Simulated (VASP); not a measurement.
# Ge (I4_1/amd) in VASP: further runs

One crystal, Ge, is run at these levels: PBE; tasks: single point.

Program: VASP 6.6.1. These are calculated values, not measurements. Logs are shortened: lines on timing, memory, paths and dates and some standing lists are left out, and cuts for length are marked.

## 1. The crystal as given

Symmetry: I4_1/amd, No. 141, tetragonal system. Conventional cell: a = 5.149 Å, b = 5.149 Å, c = 2.795 Å, α = 90.00°, β = 90.00°, γ = 90.00°. Ge (site symmetry -4m2) is surrounded by 6 Ge at 2.67 to 2.79 Å.

This isn't the form of Ge at room conditions, which is diamond.

## 2. Single point, PBE

INCAR reads:

```
PREC = Accurate
ENCUT = 500
EDIFF = 1E-7
ISMEAR = 0
SIGMA = 0.05
LREAL = Auto
LASPH = T
NELM = 100
ALGO = Normal
ISIF = 2
LWAVE = F
LCHARG = F
GGA = PE
NBANDS = 21
ADDGRID = F
```

KPOINTS reads:

```
regular mesh
0
Gamma
  11 11 11
```

POSCAR reads:

```
Ge
1.0
   -2.5744897190      2.5744897190      1.3974126432
    2.5744897190     -2.5744897190      1.3974126432
    2.5744897190      2.5744897190     -1.3974126432
Ge
2
Direct
    0.5147880000      0.5105290000      0.0041050000
    0.2603220000      0.7562090000      0.5249690000
```

Potentials or basis: VASP PAW PBE potentials, release 64 (Ge_d).

Command:

```sh
cat potpaw_PBE.64/Ge_d/POTCAR > POTCAR
mpirun -np 1 vasp_std > vasp.out
```

OUTCAR:

```text
PREC = Accurate
   ENCUT = 500
   EDIFF = 1E-7
   ISMEAR = 0
   LREAL = Auto
   LASPH = T
   NELM = 100
   ISIF = 2
   GGA = PE

 Found    666 irreducible k-points:

 Following reciprocal coordinates:
            Coordinates               Weight
  0.000000  0.000000  0.000000      1.000000
  0.090909  0.000000 -0.000000      2.000000
  0.090909  0.000000 -0.090909      2.000000
  0.000000  0.090909 -0.090909      2.000000
  0.000000  0.090909 -0.000000      2.000000
  0.181818  0.000000 -0.000000      2.000000
   k-points           NKPTS =    666   k-points in BZ     NKDIM =    666   number of bands    NBANDS=     21
   number of dos      NEDOS =    301   number of ions     NIONS =      2
   total plane-waves  NPLWV =  21952
   dimension x,y,z NGX =    28 NGY =   28 NGZ =   28
   dimension x,y,z NGXF=    56 NGYF=   56 NGZF=   56
   ions per type =               2
   NGX,Y,Z   is equivalent  to a cutoff of  11.94, 11.94, 11.94 a.u.
   NGXF,Y,Z  is equivalent  to a cutoff of  23.87, 23.87, 23.87 a.u.
 SYSTEM =  unknown system
   PREC   = accura    normal or accurate (medium, high low for compatibility)
   ISTART =      0    job   : 0-new  1-cont  2-samecut
   ICHARG =      2    charge: 1-file 2-atom 10-const
   ISPIN  =      1    spin polarized calculation?
   LNONCOLLINEAR =      F non collinear calculations
   LSORBIT =      F    spin-orbit coupling
   LASPH  =      T    aspherical Exc in radial PAW
   ENCUT  =  500.0 eV  36.75 Ry    6.06 a.u.   7.11  7.11  7.11*2*pi/ulx,y,z
   NELM   =    100;   NELMIN=  2; NELMDL= -5     # of ELM steps
   EDIFF  = 0.1E-06   stopping-criterion for ELM
   LREAL  =      T    real-space projection
   EDIFFG = 0.1E-05   stopping-criterion for IOM
   NSW    =      0    number of steps for IOM
   IBRION =     -1    ionic relax: 0-MD 1-quasi-New 2-CG
   NFREE  =      0    steps in history (QN), initial steepest desc. (CG)
   ISIF   =      2    stress and relaxation
   ISYM   =      2    0-nonsym 1-usesym 2-fastsym
   POTIM  = 0.5000    time-step for ionic-motion
   TEBEG  =    0.0;   TEEND  =   0.0 temperature during run
   PSTRESS=    0.0 pullay stress
   NELECT =      28.0000    total number of electrons
   NUPDOWN=      -1.0000    fix difference up-down
   EMIN   =  10.00;   EMAX   =-10.00  energy-range for DOS
   EFERMI =   0.00;   METHOD = LEGACY
   ISMEAR =     0;   SIGMA  =   0.05  broadening in eV -4-tet -1-fermi 0-gaus
   EFERMI_NEDOS =   21; number of points for ismear=-14 and -15
   IALGO  =     38    algorithm
   IMIX   =      4    mixing-type and parameters
     AMIX     =   0.40;   BMIX     =  1.00
     AMIX_MAG =   1.60;   BMIX_MAG =  1.00
  volume/ion in A,a.u.               =      18.52       125.01
  Fermi-wavevector in a.u.,A,eV,Ry     =   1.491209  2.817976 30.255333  2.223704
  Thomas-Fermi vector in A             =   2.603893
   LORBIT       =      0    0 simple, 1 ext, 2 COOP (PROOUT), +10 PAW based schemes
   GGA     = PE    functional components
   LHFCALC =     F    Hartree Fock is set to
   AEXX    =    0.0000 exact exchange contribution
   IVDW    =     0    specifies the selected vdW correction
   LEPSILON=     F    determine dielectric tensor
   LRPA    =     F    only Hartree local field effects (RPA)
 non-spin polarized calculation
 Gauss-broadening in eV      SIGMA  =   0.05
  energy-cutoff  :      500.00
  volume of cell :       37.05
 maximum number of plane-waves:       958
   NGX = 15   NGY = 15   NGZ = 15

 number of electron      27.9999999 magnetization

 Free energy of the ion-electron system (eV)
  ---------------------------------------------------
  ext. energy  EPLUGINS =         0.00000000
  ---------------------------------------------------
  free energy    TOTEN  =        -8.55030488 eV

  energy without entropy =       -8.54902015  energy(sigma->0) =       -8.54966251

 E-fermi :   6.8251     XC(G=0): -11.3180

 val. band max:        6.8194434301   @ k =   0.1818  -0.4545   0.1818
 cond. band min:       6.8307935519   @ k =   0.0000   0.3636   0.3636
 fundamental gap:      0.0113501218
 Fermi energy:         6.8251238364

 k-point     1 :       0.0000    0.0000    0.0000
  band No.  band energies     occupation
      1     -17.9598      2.00000
      2     -17.9161      2.00000
      3     -17.8839      2.00000
      4     -17.8827      2.00000
      5     -17.7833      2.00000
      6     -17.7748      2.00000
      7     -17.7698      2.00000
      8     -17.7672      2.00000
      9     -17.7069      2.00000
     10     -17.6392      2.00000
     11      -6.5166      2.00000
     12       2.7404      2.00000
     13       4.4356      2.00000
     14       4.4862      2.00000
     15      10.0496      0.00000
     16      14.3712      0.00000
     17      14.4839      0.00000
     18      14.9507      0.00000
     19      15.1713      0.00000
     20      18.3559      0.00000
     21      19.3170      0.00000

 k-point     2 :       0.0909    0.0000   -0.0000
  band No.  band energies     occupation
      1     -17.9565      2.00000
      2     -17.9057      2.00000
      3     -17.8788      2.00000
      4     -17.8703      2.00000
      5     -17.7896      2.00000
      6     -17.7820      2.00000
      7     -17.7717      2.00000
      8     -17.7688      2.00000
      9     -17.7087      2.00000
     10     -17.6424      2.00000
     11      -6.3149      2.00000
     12       2.4424      2.00000
     13       4.4805      2.00000
     14       5.1115      2.00000
     15      10.4228      0.00000
     16      13.1149      0.00000
     17      13.5206      0.00000
     18      14.1404      0.00000
     19      14.3320      0.00000
     20      18.2964      0.00000
     21      18.9510      0.00000

 k-point     3 :       0.0909    0.0000   -0.0909
  band No.  band energies     occupation
      1     -17.9569      2.00000
      2     -17.9058      2.00000
      3     -17.8789      2.00000
      4     -17.8705      2.00000
      5     -17.7878      2.00000
      6     -17.7842      2.00000
      7     -17.7711      2.00000
      8     -17.7686      2.00000
      9     -17.7085      2.00000
     10     -17.6422      2.00000
     11      -6.3150      2.00000
     12       2.4517      2.00000
     13       4.4366      2.00000
     14       5.1480      2.00000
     15      10.4203      0.00000
     16      13.0775      0.00000
     17      13.5205      0.00000
     18      14.0740      0.00000
     19      14.4661      0.00000
     20      18.2854      0.00000
     21      18.8772      0.00000

 k-point     4 :       0.0000    0.0909   -0.0909
  band No.  band energies     occupation
      1     -17.9563      2.00000
      2     -17.9051      2.00000
      3     -17.8785      2.00000
      4     -17.8705      2.00000
      5     -17.7895      2.00000
      6     -17.7838      2.00000
      7     -17.7705      2.00000
      8     -17.7678      2.00000
      9     -17.7091      2.00000
     10     -17.6433      2.00000
     11      -6.3144      2.00000
     12       2.4384      2.00000
     13       4.4771      2.00000
     14       5.1147      2.00000
     15      10.4358      0.00000
     16      13.0881      0.00000
     17      13.5645      0.00000
     18      14.1299      0.00000
     19      14.3250      0.00000
     20      18.2456      0.00000
     21      18.9520      0.00000

 k-point     5 :       0.0000    0.0909   -0.0000
  band No.  band energies     occupation
      1     -17.9567      2.00000
      2     -17.9052      2.00000
      3     -17.8787      2.00000
      4     -17.8707      2.00000
      5     -17.7896      2.00000
      6     -17.7841      2.00000
      7     -17.7689      2.00000
      8     -17.7683      2.00000
      9     -17.7090      2.00000
     10     -17.6432      2.00000
     11      -6.3145      2.00000
     12       2.4476      2.00000
     13       4.4332      2.00000
     14       5.1511      2.00000
     15      10.4330      0.00000
     16      13.0506      0.00000
     17      13.5668      0.00000
     18      14.0636      0.00000
     19      14.4576      0.00000
     20      18.2319      0.00000
     21      18.8781      0.00000

 k-point     6 :       0.1818    0.0000   -0.0000
  band No.  band energies     occupation
      1     -17.9467      2.00000
      2     -17.8800      2.00000
      3     -17.8675      2.00000
      4     -17.8394      2.00000
      5     -17.8054      2.00000
      6     -17.7907      2.00000
      7     -17.7805      2.00000
      8     -17.7744      2.00000
      9     -17.7138      2.00000
     10     -17.6508      2.00000
     11      -5.7107      2.00000
     12       2.1137      2.00000
     13       4.5360      2.00000
     14       6.5136      2.00000
     15      10.1617      0.00000
     16      11.0555      0.00000
     17      11.4063      0.00000
     18      12.9473      0.00000
     19      13.7595      0.00000
     20      16.6508      0.00000
     21      17.5712      0.00000

 [... further k-points ...]
[... 5 lines left out ...]
  --------------------------------------------------------------------------------------
  -------------------------------------------------------------------------------------
  Total        0.6642678      0.8849416      0.6782096     -0.0013693     -0.1084754      0.0922481
  in kB       28.7267702     38.2699790     29.3296926     -0.0592180     -4.6911034      3.9893403
  external PRESSURE =      32.1088139 kB  Pullay stress =       0.0000000 kB

 VOLUME and BASIS-vectors are now :
 -----------------------------------------------------------------------------
  energy-cutoff  :      500.00
  volume of cell :       37.05
      direct lattice vectors                 reciprocal lattice vectors
    -2.574489719  2.574489719  1.397412643     0.000000000  0.194213244  0.357804119
     2.574489719 -2.574489719  1.397412643     0.194213244  0.000000000  0.357804119
     2.574489719  2.574489719 -1.397412643     0.194213244  0.194213244  0.000000000

 POSITION                                       TOTAL-FORCE (eV/Angst)
 -----------------------------------------------------------------------------------
     -0.00040      0.02153      1.42705         0.177652      0.215115     -0.024987
      2.62818      0.07487      0.68691        -0.177652     -0.215115      0.024987
 -----------------------------------------------------------------------------------
    total drift:                               -0.000042      0.000222      0.000008

  FREE ENERGIE OF THE ION-ELECTRON SYSTEM (eV)
  ---------------------------------------------------
  free  energy   TOTEN  =        -8.5503048758 eV

  energy  without entropy=       -8.5490201536  energy(sigma->0) =       -8.54966251
```

It took 5.1 min on 1 thread of Intel Xeon 6975P-C (Granite Rapids), shared host; peak memory 0.38 GiB.

These settings aren't checked as converged: the numbers below hold their error.

Results:

| Quantity | Value |
| --- | --- |
| Free energy | -8.5503 eV |
| Pressure | 3.2 GPa |
| Largest force | 0.280 eV/Å |
| Band gap on the k mesh | none (metal or under the smearing width) |

## 3. Single point, PBE

INCAR: that of step 2 with these lines changed.

```diff
@@ -2,6 +2,6 @@
 ENCUT = 500
-EDIFF = 1E-7
+EDIFF = 1E-5
 ISMEAR = 0
 SIGMA = 0.05
-LREAL = Auto
+LREAL = F
 LASPH = T
```

KPOINTS is that of step 2.

POSCAR reads:

```
Ge
1.0
   -2.5744897190      2.5744897190      1.3974126432
    2.5744897190     -2.5744897190      1.3974126432
    2.5744897190      2.5744897190     -1.3974126432
Ge
2
Direct
    0.5000000000      0.5000000000      0.0000000000
    0.2500000000      0.7500000000      0.5000000000
```

Potentials or basis: VASP PAW PBE potentials, release 64 (Ge_d).

Command:

```sh
cat potpaw_PBE.64/Ge_d/POTCAR > POTCAR
mpirun -np 1 vasp_std > vasp.out
```

It took 24 s on 1 thread of Intel Xeon 6975P-C (Granite Rapids), shared host; peak memory 0.2 GiB.

These settings aren't checked as converged: the numbers below hold their error.

Results:

```
Free energy            : -8.5606 eV
Pressure               : 2.4 GPa
Band gap on the k mesh : none (metal or under the smearing width)
```

## 4. For comparison

An earlier run on the cell as given: functional PBE; potentials or basis VASP PAW PBE potentials, release 64 (Ge_d); cutoff 520 eV; k mesh 11 × 11 × 11; occupations fermi-dirac, width 0.05 eV; no spin polarisation.

- Pressure: 3.2 GPa
- Band gap on the k mesh: none (metal or under the smearing width)
